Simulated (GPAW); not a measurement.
# How the smearing moves the magnetism of free-standing square Nb monolayer, spacing 3.288 A

Aim: see how far moments and order energies of free-standing square Nb monolayer, spacing 3.288 A move with the smearing, and what each rung costs.

Calculated with GPAW 26.7.0; revPBE; plane waves with GPAW's PAW setups, scalar-relativistic.

### 1. The starting structure

The cell holds 1 atom: 1 Nb. Cell: a = 3.288 Å, b = 3.288 Å, c = 14.000 Å, α = 90.0°, β = 90.0°, γ = 90.0°. model lattice. Vacuum lies along c.

### 2. Rung 1 (width 0.4 eV), start ferro +

A wide smearing converges easily but acts like a high temperature on the moments; each rung narrows it.

order1.py reads:

```python
import json
import numpy as np
from ase import Atoms
from ase.parallel import paropen, parprint
from gpaw import GPAW

atoms = Atoms(['Nb'],
    cell=[[3.288, 0.0, 0.0],
         [0.0, 3.288, 0.0],
         [0.0, 0.0, 14.0]],
    scaled_positions=[[0.0, 0.0, 0.5]],
    pbc=True,
    magmoms=[1.0])
atoms.calc = GPAW(mode={'name': 'pw', 'ecut': 550},
    xc='revPBE',
    kpts={'size': (8, 8, 1), 'gamma': True},
    occupations={'name': 'fermi-dirac', 'width': 0.4},
    convergence={'density': 1e-05, 'energy': 1e-05},
    maxiter=200,
    symmetry={'tolerance': 1e-4},
    txt='order1.txt')
e = atoms.get_potential_energy(force_consistent=True)
res = {'free_energy': e, 'energy_sigma0': atoms.get_potential_energy(), 'fermi_energy': atoms.calc.get_fermi_level()}
res['moments'] = atoms.get_magnetic_moments().tolist()
res['total'] = atoms.get_magnetic_moment()
parprint('site moments (muB):', np.round(res['moments'], 3))
parprint(f"total moment: {res['total']:.3f} muB")
parprint(f'free energy: {e:.6f} eV')
atoms.calc.write('order1.gpw')
with paropen('results.json', 'w') as f:
    json.dump(res, f)
```

Command:

```console
> OMP_NUM_THREADS=1 python3 order1.py > order1.log
```

The program printed:

```text
site moments (muB): [1.034]
total moment: 1.705 muB
free energy: -6.537322 eV

--- order1.txt ---
Input parameters:
  mode=PW(ecut=550),
  convergence={'density': 1e-05, 'energy': 1e-05},
  kpts=MonkhorstPack(size=(8, 8, 1), gamma=True),
  maxiter=200,
  occupations=Occupations(name='fermi-dirac', width=0.4),
  symmetry=Symmetry(tolerance=0.0001),
  xc=XC(name='revPBE')

Diagonalizing LCAO Hamiltonian
Converting LCAO to pw mode
   .-------.
  /|       |
 * |       |
 | |       |
 | |       |
 | |       |
 | |       |
 | |       |
 | |       |
 | |       |
 Nb|       |
 | |       |
 | |       |
 | |       |
 | |       |
 | |       |
 | |       |
 | .-------.
 |/       /
 *-------*

Atoms  # Å, Bohr magnetons
|   | symbol |        x |        y |        z |    initial magnetic moments |
|---|--------|----------|----------|----------|-----------------------------|
| 0 |     Nb | 0.000000 | 0.000000 | 7.000000 | ( 0.0000,  0.0000,  1.0000) |

Unit cell  # Å
| periodic |        x |        y |         z |   lengths |    angles |
|----------|----------|----------|-----------|-----------|-----------|
|      yes | 3.288000 | 0.000000 |  0.000000 |  3.288000 | 90.000000 |
|      yes | 0.000000 | 3.288000 |  0.000000 |  3.288000 | 90.000000 |
|      yes | 0.000000 | 0.000000 | 14.000000 | 14.000000 | 90.000000 |

Number of symmetries: 16

BZ-sampling:
  Number of BZ points: 64
  Number of IBZ points: 15

  Monkhorst-Pack size: [8, 8, 1]
  Monkhorst-Pack shift: [0.0625, 0.0625, 0.0]

Plane wave coefficients: 4456
Cutoff: 550.0 eV

Spin-components: 2 (collinear spins)
Bands:           13
Projectors:      6
Spin-degeneracy: 1
Datatype:        complex128

Parallelization:
  kpt:    1
  domain: 1
  band:   1

Density:
  Valence electrons: 13.0
  Components: 2
  Grid points: [18 18 80]
  Charge: 0.0  # |e|

Potential:
  Grid points: [18 18 80]

[... setups left out ...]
Reference energy: -103911.464565  # eV

eigensolver:
  PPCG
  Converge bands: occupied
  niter=2

density mixing:
  MSR1-Mixer
  Pratt-step length: 0.05
  Maximum mixing coefficient: 0.75
  Old densities: 10
  SVD Regularization: 0.005
  Good broyden scale: 1.0
  Trust region scale: 1.0
  Backstep threshold: 4.0
  History deletion threshold: 6.0
  Fourier metric: weight=20.0, sigma=0.015

occupation numbers:
  Fermi-Dirac:
    width: 0.4000  # eV

poisson solver:
  ecut: 4400.0  # eV

xc functional:
  name: revPBE with 2 nearest neighbor stencil

convergence criteria:
- Maximum integral of absolute [dens]ity change: 1e-05 electrons / valence electron
- Maximum [total energy] change in last 3 cyles: 1e-05 eV / valence electron
- Maximum integral of absolute [eigenst]ate change: 4e-08 eV^2 / valence electron
maximum number of iterations: 200

SCF iterations
|iter     |      energy | eigst |  dens |  magmom |
|---------|-------------|-------|-------|---------|
|iter:   1|       0s |   -5.779938 | -0.16 |       |  +0.9861|
|iter:   2|       1s |   -5.755239 | -1.53 | -1.05 |  +0.9783|
|iter:   3|       3s |   -5.652802 | -1.82 | -1.08 |  +0.8909|
|iter:   4|       4s |   -5.654673 | -2.13 | -1.58 |  +0.8720|
|iter:   5|       6s |   -5.660935 | -2.93 | -1.76 |  +0.8712|
|iter:   6|       7s |   -5.674001 | -3.27 | -1.98 |  +0.8877|
|iter:   7|       9s |   -5.692626 | -3.11 | -2.23 |  +0.9767|
|iter:   8|      10s |   -5.727352 | -2.52 | -2.15 |  +1.2072|
|iter:   9|      12s |   -5.712370 | -2.87 | -1.99 |  +1.1649|
|iter:  10|      13s |   -5.740800 | -3.08 | -2.23 |  +1.3835|
|iter:  11|      15s |   -5.738081 | -3.39 | -2.26 |  +1.4355|
|iter:  12|      16s |   -5.763918 | -3.38 | -2.44 |  +1.6750|
|iter:  13|      18s |   -5.766928 | -4.47 | -2.91 |  +1.7161|
|iter:  14|      20s |   -5.764683 | -5.45 | -3.45 |  +1.6924|
|iter:  15|      21s |   -5.766761 | -5.48 | -3.62 |  +1.7129|
|iter:  16|      23s |   -5.765996 | -6.52 | -3.87 |  +1.7049|
|iter:  17|      24s |   -5.766094 | -7.47c| -4.70 |  +1.7057|
|iter:  18|      25s |   -5.766037c| -7.62c| -5.01c|  +1.7051|

Converged in 18 steps
Energy contributions relative to reference atoms: (reference = -103911.464565)

Energy contributions:
  Kinetic:         -13.188156
  Coulomb:           8.300043
  Zero:             -0.098934
  External:          0.000000
  Xc:               -0.007706
  Entropy:          -1.542569
  Spinorbit:         0.000000
  ----------------------------
  Free energy:      -6.537322
  Extrapolated:     -5.766037

dipole moment: (-11.983683, -11.983683, 0.000001)  # |e|*Ang

Total magnetic moment: (0.000000, 0.000000, 1.705129)

Local magnetic moments
|        x |        y |        z |
|----------|----------|----------|
| 0.000000 | 0.000000 | 1.033526 |  # Nb   0

Fermi level: -2.033
Eigenvalues  # (at kpt = [0.000, 0.000, 0.000])
| band index |      eig [eV] | occ [0-1] |      eig [eV] | occ [0-1] |
|------------|---------------|-----------|---------------|-----------|
|          0 |       -57.751 |     1.000 |       -57.017 |     1.000 |
|          1 |       -34.099 |     1.000 |       -33.012 |     1.000 |
|          2 |       -33.633 |     1.000 |       -32.909 |     1.000 |
|          3 |       -33.633 |     1.000 |       -32.909 |     1.000 |
|          4 |        -5.505 |     1.000 |        -4.953 |     0.999 |
|          5 |        -3.635 |     0.982 |        -2.887 |     0.894 |
|          6 |        -2.906 |     0.899 |        -1.465 |     0.195 |
|          7 |        -1.354 |     0.155 |        -0.559 |     0.024 |
|          8 |        -1.096 |     0.088 |         0.065 |     0.005 |
|          9 |        -1.096 |     0.088 |         0.065 |     0.005 |
|         10 |        -0.015 |     0.006 |         0.704 |     0.001 |
|         11 |         1.575 |     0.000 |         1.785 |     0.000 |
|         12 |         2.592 |     0.000 |         2.853 |     0.000 |

No gap
No difference between direct/indirect transitions
```

Run time: 30 s. Hardware: 1 MPI rank of Intel Xeon Platinum 8488C (Sapphire Rapids), shared host; peak memory 0.23 GiB.

Read from the output:

| Item | Value |
| --- | --- |
| magnetization | 1.705 μB |
| final state | ferromagnetic |
| largest moment | 1.034 μB |

After 18 cycles the largest moment stands at 1.03 μB.

### 3. Rung 1 (width 0.4 eV), start antiferro q=(0,1/2,0) +-

The second start gives the energy difference between the two end states, the quantity that is followed up the ladder. Its q is in fractions of the reciprocal vectors of the first run's cell.

order2.py is the script of step 2 with these lines changed:

```diff
@@ -6,12 +6,13 @@
 
-atoms = Atoms(['Nb'],
+atoms = Atoms(['Nb', 'Nb'],
     cell=[[3.288, 0.0, 0.0],
-         [0.0, 3.288, 0.0],
+         [0.0, 6.576, 0.0],
          [0.0, 0.0, 14.0]],
-    scaled_positions=[[0.0, 0.0, 0.5]],
+    scaled_positions=[[0.0, 0.0, 0.5],
+         [0.0, 0.5, 0.5]],
     pbc=True,
-    magmoms=[1.0])
+    magmoms=[1.0, -1.0])
 atoms.calc = GPAW(mode={'name': 'pw', 'ecut': 550},
     xc='revPBE',
-    kpts={'size': (8, 8, 1), 'gamma': True},
+    kpts={'size': (8, 4, 1), 'gamma': True},
     occupations={'name': 'fermi-dirac', 'width': 0.4},
@@ -20,3 +21,3 @@
     symmetry={'tolerance': 1e-4},
-    txt='order1.txt')
+    txt='order2.txt')
 e = atoms.get_potential_energy(force_consistent=True)
@@ -28,3 +29,3 @@
 parprint(f'free energy: {e:.6f} eV')
-atoms.calc.write('order1.gpw')
+atoms.calc.write('order2.gpw')
 with paropen('results.json', 'w') as f:
```

Command:

```console
> OMP_NUM_THREADS=1 python3 order2.py > order2.log
```

The program printed:

```text
site moments (muB): [ 1.454 -1.454]
total moment: -0.000 muB
free energy: -13.185225 eV

--- order2.txt ---
Input parameters:
  mode=PW(ecut=550),
  convergence={'density': 1e-05, 'energy': 1e-05},
  kpts=MonkhorstPack(size=(8, 4, 1), gamma=True),
  maxiter=200,
  occupations=Occupations(name='fermi-dirac', width=0.4),
  symmetry=Symmetry(tolerance=0.0001),
  xc=XC(name='revPBE')

Diagonalizing LCAO Hamiltonian
Converting LCAO to pw mode
     .-------.
    /|       |
   / |       |
  /  |       |
 *   |       |
 |   |       |
 |   |       |
 |   |       |
 |   |       |
 |   |       |
 | Nb|       |
 |   |       |
 Nb  |       |
 |   |       |
 |   |       |
 |   |       |
 |   |       |
 |   .-------.
 |  /       /
 | /       /
 |/       /
 *-------*

Atoms  # Å, Bohr magnetons
|   | symbol |        x |        y |        z |    initial magnetic moments |
|---|--------|----------|----------|----------|-----------------------------|
| 0 |     Nb | 0.000000 | 0.000000 | 7.000000 | ( 0.0000,  0.0000,  1.0000) |
| 1 |     Nb | 0.000000 | 3.288000 | 7.000000 | ( 0.0000,  0.0000, -1.0000) |

Number of symmetries: 8

BZ-sampling:
  Number of BZ points: 32
  Number of IBZ points: 15

  Monkhorst-Pack size: [8, 4, 1]
  Monkhorst-Pack shift: [0.0625, 0.125, 0.0]

Plane wave coefficients: 8910
Cutoff: 550.0 eV

Spin-components: 2 (collinear spins)
Bands:           20
Projectors:      12
Spin-degeneracy: 1
Datatype:        complex128

Parallelization:
  kpt:    1
  domain: 1
  band:   1

Density:
  Valence electrons: 26.0
  Components: 2
  Grid points: [18 36 80]
  Charge: 0.0  # |e|

Potential:
  Grid points: [18 36 80]

[...]
|iter:  17|      77s |  -11.793209 | -6.46 | -4.12 |  -0.0001|
|iter:  18|      81s |  -11.792984c| -6.92 | -4.39 |  -0.0001|
|iter:  19|      85s |  -11.792931 | -7.44c| -4.92 |  -0.0001|
|iter:  20|      87s |  -11.792928c| -7.84c| -5.58c|  -0.0000|

Converged in 20 steps
Energy contributions relative to reference atoms: (reference = -207822.929130)

Energy contributions:
  Kinetic:         -24.180317
  Coulomb:          15.132475
  Zero:             -0.218829
  External:          0.000000
  Xc:               -1.133960
  Entropy:          -2.784595
  Spinorbit:         0.000000
  ----------------------------
  Free energy:     -13.185225
  Extrapolated:    -11.792928

dipole moment: (-23.955721, -23.955720, 0.000003)  # |e|*Ang

Total magnetic moment: (0.000000, 0.000000, -0.000044)

Local magnetic moments
|        x |        y |         z |
|----------|----------|-----------|
| 0.000000 | 0.000000 |  1.453608 |  # Nb   0
| 0.000000 | 0.000000 | -1.453635 |  # Nb   1

Fermi level: -2.029
Eigenvalues  # (at kpt = [0.000, 0.000, 0.000])
| band index |      eig [eV] | occ [0-1] |      eig [eV] | occ [0-1] |
|------------|---------------|-----------|---------------|-----------|
|          0 |       -57.760 |     1.000 |       -57.760 |     1.000 |
|        ... |               |           |               |           |
|          5 |       -32.690 |     1.000 |       -32.690 |     1.000 |
|          6 |       -32.681 |     1.000 |       -32.681 |     1.000 |
|          7 |       -32.654 |     1.000 |       -32.654 |     1.000 |
|          8 |        -5.258 |     1.000 |        -5.258 |     1.000 |
[...]
|         16 |        -0.919 |     0.059 |        -0.919 |     0.059 |
|         17 |        -0.724 |     0.037 |        -0.724 |     0.037 |
|         18 |        -0.156 |     0.009 |        -0.156 |     0.009 |
|         19 |         0.502 |     0.002 |         0.502 |     0.002 |

No gap
No difference between direct/indirect transitions
```

Elapsed: 96 s, on 1 MPI rank; peak memory 0.37 GiB.

Numbers from this step:

| Quantity | Value |
| --- | --- |
| magnetization | 0 μB |
| final state | antiferromagnetic |
| largest moment | 1.454 μB |

This start lies -55.3 meV a seeded atom from the first; its largest moment is 1.45 μB.

### 4. Rung 2 (width 0.2 eV), start ferro +

order1.py is the script of step 2 with these lines changed:

```diff
@@ -16,3 +16,3 @@
     kpts={'size': (8, 8, 1), 'gamma': True},
-    occupations={'name': 'fermi-dirac', 'width': 0.4},
+    occupations={'name': 'fermi-dirac', 'width': 0.2},
     convergence={'density': 1e-05, 'energy': 1e-05},
```

Command:

```console
> OMP_NUM_THREADS=1 python3 order1.py > order1.log
```

The program printed:

```text
site moments (muB): [1.607]
total moment: 2.689 muB
free energy: -5.992833 eV

--- order1.txt ---
Input parameters:
  mode=PW(ecut=550),
  convergence={'density': 1e-05, 'energy': 1e-05},
  kpts=MonkhorstPack(size=(8, 8, 1), gamma=True),
  maxiter=200,
  occupations=Occupations(name='fermi-dirac', width=0.2),
  symmetry=Symmetry(tolerance=0.0001),
  xc=XC(name='revPBE')

Diagonalizing LCAO Hamiltonian
[...]
|          3 |       -33.774 |     1.000 |       -32.561 |     1.000 |
|          4 |        -5.638 |     1.000 |        -4.708 |     1.000 |
[...]
|          9 |        -1.296 |     0.027 |         0.572 |     0.000 |
|         10 |        -0.130 |     0.000 |         0.918 |     0.000 |
|         11 |         1.559 |     0.000 |         1.972 |     0.000 |
|         12 |         2.554 |     0.000 |         3.082 |     0.000 |

No gap
No difference between direct/indirect transitions


[key lines of the parts left out:]
Free energy:      -5.992833
Converged in 17 steps
dipole moment: (-11.984449, -11.984449, 0.000001)  # |e|*Ang
Fermi level: -2.011
```

It took 28 s on 1 MPI rank; peak memory 0.23 GiB.

Numbers from this step:

| Property | Result |
| --- | --- |
| magnetization | 2.689 μB |
| final state | ferromagnetic |
| largest moment | 1.607 μB |

The largest moment moves by +0.57 μB from rung 1, at 0.93 times its CPU time.

### 5. Rung 2 (width 0.2 eV), start antiferro q=(0,1/2,0) +-

order2.py is the script of step 3 with these lines changed:

```diff
@@ -17,3 +17,3 @@
     kpts={'size': (8, 4, 1), 'gamma': True},
-    occupations={'name': 'fermi-dirac', 'width': 0.4},
+    occupations={'name': 'fermi-dirac', 'width': 0.2},
     convergence={'density': 1e-05, 'energy': 1e-05},
```

Command:

```console
> OMP_NUM_THREADS=1 python3 order2.py > order2.log
```

The program printed:

```text
site moments (muB): [ 1.82 -1.82]
total moment: -0.000 muB
free energy: -12.161622 eV

--- order2.txt ---
Input parameters:
  mode=PW(ecut=550),
  convergence={'density': 1e-05, 'energy': 1e-05},
  kpts=MonkhorstPack(size=(8, 4, 1), gamma=True),
  maxiter=200,
  occupations=Occupations(name='fermi-dirac', width=0.2),
  symmetry=Symmetry(tolerance=0.0001),
  xc=XC(name='revPBE')

Diagonalizing LCAO Hamiltonian
[...]
|          7 |       -32.342 |     1.000 |       -32.342 |     1.000 |
|          8 |        -5.264 |     1.000 |        -5.264 |     1.000 |
[...]
|         16 |        -0.874 |     0.003 |        -0.874 |     0.003 |
|         17 |        -0.451 |     0.000 |        -0.451 |     0.000 |
|         18 |         0.127 |     0.000 |         0.127 |     0.000 |
|         19 |         0.824 |     0.000 |         0.824 |     0.000 |

No gap
No difference between direct/indirect transitions


[key lines of the parts left out:]
Free energy:     -12.161622
Converged in 18 steps
dipole moment: (-23.952461, -23.952461, 0.000003)  # |e|*Ang
Fermi level: -2.065
```

Wall time 92 s (1 MPI rank); peak memory 0.38 GiB.

Numbers from this step:

- magnetization: 0 μB
- final state: antiferromagnetic
- largest moment: 1.820 μB

This start lies -88.0 meV a seeded atom from the first, a change of -32.7 meV since rung 1; its largest moment is 1.82 μB.

### 6. Rung 3 (width 0.1 eV), start ferro +

order1.py is the script of step 4 with these lines changed:

```diff
@@ -16,3 +16,3 @@
     kpts={'size': (8, 8, 1), 'gamma': True},
-    occupations={'name': 'fermi-dirac', 'width': 0.2},
+    occupations={'name': 'fermi-dirac', 'width': 0.1},
     convergence={'density': 1e-05, 'energy': 1e-05},
```

Command:

```console
> OMP_NUM_THREADS=1 python3 order1.py > order1.log
```

The program printed:

```text
site moments (muB): [1.699]
total moment: 2.840 muB
free energy: -5.876811 eV

--- order1.txt ---
Input parameters:
  mode=PW(ecut=550),
  convergence={'density': 1e-05, 'energy': 1e-05},
  kpts=MonkhorstPack(size=(8, 8, 1), gamma=True),
  maxiter=200,
  occupations=Occupations(name='fermi-dirac', width=0.1),
  symmetry=Symmetry(tolerance=0.0001),
  xc=XC(name='revPBE')

Diagonalizing LCAO Hamiltonian
[...]
|          3 |       -33.838 |     1.000 |       -32.529 |     1.000 |
|          4 |        -5.680 |     1.000 |        -4.683 |     1.000 |
[...]
|          9 |        -1.341 |     0.001 |         0.610 |     0.000 |
|         10 |        -0.172 |     0.000 |         0.901 |     0.000 |
|         11 |         1.562 |     0.000 |         2.001 |     0.000 |
|         12 |         2.553 |     0.000 |         3.117 |     0.000 |

No gap
No difference between direct/indirect transitions


[key lines of the parts left out:]
Free energy:      -5.876811
Converged in 18 steps
dipole moment: (-11.985146, -11.985146, 0.000001)  # |e|*Ang
Fermi level: -2.095
```

Wall time 30 s (1 MPI rank); peak memory 0.23 GiB.

This step gave:

* magnetization: 2.840 μB
* final state: ferromagnetic
* largest moment: 1.699 μB

The largest moment moves by +0.09 μB from rung 2, at 1.1 times its CPU time.

### 7. Rung 3 (width 0.1 eV), start antiferro q=(0,1/2,0) +-

order2.py is the script of step 5 with these lines changed:

```diff
@@ -17,3 +17,3 @@
     kpts={'size': (8, 4, 1), 'gamma': True},
-    occupations={'name': 'fermi-dirac', 'width': 0.2},
+    occupations={'name': 'fermi-dirac', 'width': 0.1},
     convergence={'density': 1e-05, 'energy': 1e-05},
```

Command:

```console
> OMP_NUM_THREADS=1 python3 order2.py > order2.log
```

The program printed:

```text
site moments (muB): [ 1.851 -1.851]
total moment: -0.000 muB
free energy: -11.896422 eV

--- order2.txt ---
Input parameters:
  mode=PW(ecut=550),
  convergence={'density': 1e-05, 'energy': 1e-05},
  kpts=MonkhorstPack(size=(8, 4, 1), gamma=True),
  maxiter=200,
  occupations=Occupations(name='fermi-dirac', width=0.1),
  symmetry=Symmetry(tolerance=0.0001),
  xc=XC(name='revPBE')

Diagonalizing LCAO Hamiltonian
[...]
|          7 |       -32.278 |     1.000 |       -32.278 |     1.000 |
|          8 |        -5.275 |     1.000 |        -5.275 |     1.000 |
[...]
|         16 |        -0.875 |     0.000 |        -0.875 |     0.000 |
|         17 |        -0.410 |     0.000 |        -0.410 |     0.000 |
|         18 |         0.193 |     0.000 |         0.193 |     0.000 |
|         19 |         0.827 |     0.000 |         0.827 |     0.000 |

No gap
No difference between direct/indirect transitions


[key lines of the parts left out:]
Free energy:     -11.896422
Converged in 17 steps
dipole moment: (-23.953753, -23.953752, 0.000003)  # |e|*Ang
Fermi level: -2.104
```

The job ended after 84 s (1 MPI rank; peak memory 0.37 GiB).

Read from the output:

* magnetization: 0 μB
* final state: antiferromagnetic
* largest moment: 1.851 μB

This start lies -71.4 meV a seeded atom from the first, a change of +16.6 meV since rung 2; its largest moment is 1.85 μB.

(Continued in part 2 of 2.)

[Logs and program files are shortened in this print: banners, set-up blocks, solver, clock and traceback lines can be left out without a mark of their own.]

[Logs are printed without paths, hosts, clocks, repeated set-up lines and the standing remarks that a program may print on its own settings, such as how far it seeks lower states.]

[Hosts, paths, dates, database ids (printed as entryN), source tags and the programs' standing remarks are cut or masked in the printed files.]

[Where a cell is said to come from a database of computed structures, the database is the Materials Project.]
